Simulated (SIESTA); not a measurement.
Crystal: HfO2.

```
CELL_PARAMETERS angstrom
3.61685 0.00000 0.00000
1.80843 3.13229 0.00000
1.80843 1.04410 2.95315
ATOMIC_POSITIONS crystal
Hf 0.00000 0.00000 0.00000
O 0.75000 0.75000 0.75000
O 0.25000 0.25000 0.25000
```

Measurements of this composition are mostly on another form, of space group No. 14.

Base run:

| Quantity | Value |
| --- | --- |
| Program | SIESTA 5.4.2 |
| Functional | vdW-DF-cx |
| Potentials or basis | PseudoDojo 0.4 standard (PBE files) |
| Basis | DZP (energy shift 0.003 Ry; two zetas on semicore shells) |
| Grid cutoff | 800 Ry |
| Energy shift | 0.003 Ry |
| k mesh | 9 × 9 × 9 |
| Occupations | fermi-dirac, width 0.05 eV |
| Spin | no spin polarisation |

Its results: band gap on the k mesh 3.65 eV, indirect (least direct gap 3.77 eV); pressure -5.6 GPa.

Question: The run is repeated on the same cell with these changes: functional from vdW-DF-cx to vdW-DF2. What comes out?

Answer: Band gap on the k mesh 3.67 eV, indirect (least direct gap 3.84 eV); pressure 10.7 GPa.

Caveats: short orbitals over semicore shells can move pressures by several GPa; the potentials were made for another functional, which shifts forces and pressure; spin-orbit coupling is left out, which moves the levels of the heavy elements; an odd mesh through Γ misses points on the zone boundary, where band edges often lie; the basis of atomic orbitals isn't converged, which shifts pressures, moduli and gaps.
